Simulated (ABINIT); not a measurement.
Runs of ABINIT 10.8.3 (patched build) on Be. The structure is hexagonal, space group P6_3/mmc (No. 194). Conventional cell: a = 2.285 Å, b = 2.285 Å, c = 3.584 Å, α = 90.00°, β = 90.00°, γ = 120.00°. Be (site symmetry -6m2) has 12 Be at 2.23 to 2.29 Å as nearest neighbours. 

| level | gap on the mesh (eV) | pressure (GPa) |
| --- | --- | --- |
| revPBE | none | -0.7 |
| PW91 | none | (a) |
| WC | none | (b) |
| BLYP | none | -2.8 |
| PBEsol | none | -4.3 |

Alike in all rows: task band structure; potentials or basis JTH PAW PBE v2.0; no spin polarisation; cell as given; k mesh 13 × 13 × 8; cutoff (eV) 626; smearing fermi-dirac 0.05 eV.

Task: Fill in the values left out.

Result: (a) -3.3; (b) -4.0.

Caveats: the PAW data sets were made with another functional, which shifts forces and pressure a little.

A gap of «none» marks a metal or a gap under the smearing width.

Runs at the PBE level aren't shown here.
